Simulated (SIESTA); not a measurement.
## HgTe (Coloradoite) under changes of volume

One of the cells (33.215 Å³/atom); the others are scaled copies at fixed shape and fractional positions:

```
Hg Te
1.0
     0.00000    3.21450    3.21450
     3.21450    0.00000    3.21450
     3.21450    3.21450    0.00000
Hg Te
1 1
Direct
  0.00000 0.00000 0.00000
  0.75000 0.75000 0.75000
```

```yaml
Program: SIESTA 5.4.2
Functional: PBEsol
Potentials_or_basis: PseudoDojo 0.4 standard (PBEsol files)
Basis: DZP (energy shift 0.003 Ry; two zetas on semicore shells)
Grid_cutoff: 800 Ry
Energy_shift: 0.003 Ry
k_mesh: 7 × 7 × 7
Occupations: fermi-dirac, width 0.05 eV
Spin: no spin polarisation
```

```tsv
volume (Å³/atom)	energy over the lowest point (meV/atom)	pressure (GPa)
31.223	?	?
31.887	42.04	5.0
32.551	24.28	3.6
33.215	11.71	2.5
33.880	3.66	1.4
34.544	0.00	0.4
35.208	0.61	-0.5
```

**Question.** What does the run at 31.223 Å³/atom give?

**Answer.** Energy over the lowest point 65.90 meV/atom; pressure 6.5 GPa.

Worked out: A Birch-Murnaghan fit of order 3 (a polynomial in V^(-2/3)) to the other rows has its minimum at 34.79 Å³/atom with B0 = V·E''(V) = 51 GPa (rough, since the energies scatter). It gives 65.00 meV/atom at 31.223 Å³/atom, against the run's 65.90, and -dE/dV = 6.2 GPa, against 6.5.

Energies are extrapolated to zero smearing.

Caveats: short orbitals over semicore shells can move pressures by several GPa; the basis of atomic orbitals isn't converged, which shifts pressures, moduli and gaps.
